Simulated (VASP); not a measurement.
# P (R-3m) in VASP: notebook, part 2 of 2

VASP 6.6.1. Earlier steps stand in the parts before.

### 3 Relaxation of cell and atoms, PBEsol+D3(BJ), target pressure 7.4 GPa, at which the enthalpy is minimised

This run uses another cell than the first one, of 13.10 Å³/atom, 0.812 times its volume.

The input, INCAR:

```
PREC     = Accurate       # precision mode
ENCUT    = 520            # plane-wave cutoff, eV
EDIFF    = 1E-7           # SCF threshold, eV
ISMEAR   = 0              # smearing method
SIGMA    = 0.02           # smearing width, eV
LREAL    = False          # projectors in reciprocal space
LASPH    = True           # aspherical terms in the spheres
NELM     = 80             # most SCF steps
ALGO     = Normal         # electronic algorithm
ISIF     = 3              # what is computed and relaxed
LWAVE    = False          # write WAVECAR
LCHARG   = False          # write CHGCAR
GGA      = PS             # functional
IVDW     = 12             # dispersion correction
IBRION   = 2              # ionic algorithm
NSW      = 80             # ionic steps
EDIFFG   = -0.002         # ionic threshold
PSTRESS  = 74.0
```

The input, KPOINTS:

```
Automatic mesh
0
Gamma
  12 12 12
```

The input, POSCAR:

```
P                                       
1.0
    1.6688160536      0.9634914006      2.7165702852
   -1.6688160536      0.9634914006      2.7165702852
    0.0000000000     -1.9269827902      2.7165702847
  P             
     2
Direct
     0.2439724287510834    0.2439724287510834    0.2439724287485160
     0.7560275712489166    0.7560275712489166    0.7560275712514840
```

Potentials or basis: VASP PAW PBE potentials, release 64 (P).

On the command line:

```bash
> cat potpaw_PBE.64/P/POTCAR > POTCAR
> mpirun -np 1 vasp_std > vasp.out
```

OUTCAR:

```text
PREC = Accurate
   ENCUT = 520
   EDIFF = 1E-7
   ISMEAR = 0
   LREAL = False
   LASPH = True
   NELM = 80
   ISIF = 3
   GGA = PS
   IVDW = 12
   IBRION = 2
   NSW = 80
   EDIFFG = -0.002
   PSTRESS = 74.0
 IVDW          = 12

 ion  position               nearest neighbor table
   1  0.244  0.244  0.244-   2 2.30   2 2.30   2 2.30   2 2.42   2 2.42   2 2.42
   2  0.756  0.756  0.756-   1 2.30   1 2.30   1 2.30   1 2.42   1 2.42   1 2.42

  LATTYP: Found a trigonal (rhomboedric) cell.
 ALAT       =     3.3306180829
[... 537 lines left out ...]
 Edisp (eV)   -0.86656

 E8    (eV) :    -0.5143

  FORCE on cell =-STRESS in cart. coord.  units (eV):
  Direction    XX          YY          ZZ          XY          YZ          ZX
  --------------------------------------------------------------------------------------
  -------------------------------------------------------------------------------------
  Total       1.21182     1.21182     1.20889    -0.00000     0.00000     0.00000
  in kB      74.09500    74.09500    73.91561    -0.00000     0.00000     0.00000
  external pressure =        0.04 kB  Pullay stress =       74.00 kB

 VOLUME and BASIS-vectors are now :
 -----------------------------------------------------------------------------
  energy-cutoff  :      520.00
  volume of cell :       26.20
      direct lattice vectors                 reciprocal lattice vectors
     1.668834880  0.963502270  2.716084884     0.299610229  0.172980046  0.122725668
    -1.668834880  0.963502270  2.716084884    -0.299610229  0.172980046  0.122725668
     0.000000000 -1.927004529  2.716084884     0.000000000 -0.345960093  0.122725669

 POSITION                                       TOTAL-FORCE (eV/Angst)
 -----------------------------------------------------------------------------------
      0.00000      0.00000      1.98802         0.000000      0.000000      0.001181
      0.00000      0.00000      6.16023        -0.000000     -0.000000     -0.001181
 -----------------------------------------------------------------------------------
    total drift:                               -0.000000      0.000000      0.000000

  FREE ENERGIE OF THE ION-ELECTRON SYSTEM (eV)
  ---------------------------------------------------
  free  energy   TOTEN  =       -12.3318756336 eV

  energy  without entropy=      -12.3317650270  energy(sigma->0) =      -12.33182033

  enthalpy is  TOTEN    =       -11.1216068399 eV   P V=        1.2102687937

 reached required accuracy - stopping structural energy minimisation
```

CONTCAR:

```text
P
   1.00000000000000
     1.6688348804159416    0.9635022703383072    2.7160848844835712
    -1.6688348804159416    0.9635022703383072    2.7160848844835712
     0.0000000000000000   -1.9270045293161018    2.7160848838558405
  P
     2
Direct
     0.2439813025134331    0.2439813025134331    0.2439813025108609
     0.7560186974865669    0.7560186974865669    0.7560186974891391

  0.00000000E+00  0.00000000E+00  0.00000000E+00
  0.00000000E+00  0.00000000E+00  0.00000000E+00
```

Run time: 26 s. Hardware: 1 thread of Intel Xeon 6975P-C (Granite Rapids), shared host; peak memory 0.18 GiB.

What came out:

* Free energy: -12.3319 eV
* Relaxed volume: 13.10 Å³/atom
* Relaxed cell: a = 3.330 Å, b = 3.330 Å, c = 3.330 Å, α = 60.15°, β = 60.15°, γ = 60.15°
* Space group after relaxing (to 0.05 Å): R-3m (No. 166)
* Energy change on relaxing (the enthalpy is what falls): +0.1 meV/atom
* Ionic steps: 2
* Pressure after relaxing: 7.4 GPa
* Band gap on the k mesh: none (metal or under the smearing width)
* Dispersion energy per atom: -0.433 eV

The path:
| step | energy change (eV) | largest force (eV/Å) | pressure (GPa) | volume (Å³) |
| --- | --- | --- | --- | --- |
| 1 | 0.0000 | 0.0015 | 7.39 | 26.21 |
| 2 | 0.0002 | 0.0012 | 7.40 | 26.20 |

Final structure:
```
P
1.0
     1.66883    0.96350    2.71608
    -1.66883    0.96350    2.71608
     0.00000   -1.92700    2.71608
P
2
Direct
  0.24398 0.24398 0.24398
  0.75602 0.75602 0.75602
```

Caveat: the cell is relaxed towards a set pressure, so the enthalpy falls and the energy may rise; the PAW data sets were made with another functional, which shifts forces and pressure a little; pairwise dispersion overbinds metals, which lowers pressure and volume.

### 4 Vibrations by finite differences, PBEsol+D3(BJ)

This run uses another cell than the first one, of 13.10 Å³/atom, 0.812 times its volume.

The input, INCAR:

```
PREC     = Accurate       # precision mode
ENCUT    = 520            # plane-wave cutoff, eV
EDIFF    = 1E-8           # SCF threshold, eV
ISMEAR   = 0              # smearing method
SIGMA    = 0.02           # smearing width, eV
LREAL    = False          # projectors in reciprocal space
LASPH    = True           # aspherical terms in the spheres
NELM     = 80             # most SCF steps
ALGO     = Normal         # electronic algorithm
ISIF     = 2              # what is computed and relaxed
LWAVE    = False          # write WAVECAR
LCHARG   = False          # write CHGCAR
GGA      = PS             # functional
IVDW     = 12             # dispersion correction
NBANDS   = 12             # bands
IBRION   = 6              # ionic algorithm
NFREE    = 2            
POTIM    = 0.015          # step
NSW      = 1              # ionic steps
```

KPOINTS is that of step 3.

The input, POSCAR:

```
P                                       
1.0
    1.6688348804      0.9635022703      2.7160848845
   -1.6688348804      0.9635022703      2.7160848845
    0.0000000000     -1.9270045293      2.7160848839
  P             
     2
Direct
     0.2439813025134331    0.2439813025134331    0.2439813025108609
     0.7560186974865669    0.7560186974865669    0.7560186974891391
```

On the command line:

```bash
> cat potpaw_PBE.64/P/POTCAR > POTCAR
> mpirun -np 1 vasp_std > vasp.out
```

Run time: 3.3 min. Hardware: 1 thread of Intel Xeon 6975P-C (Granite Rapids), shared host; peak memory 0.46 GiB.

It converged, with:

```yaml
Highest_phonon_frequency_at_Γ: 247 cm⁻¹
Dispersion_energy_per_atom: -0.433 eV
```

Phonon frequencies in cm⁻¹ (negative: imaginary):
| q point | frequencies |
| --- | --- |
| (0.000, 0.000, 0.000) | 0 0 0 212 212 247 |

Caveat: the PAW data sets were made with another functional, which shifts forces and pressure a little; pairwise dispersion overbinds metals, which lowers pressure and volume.
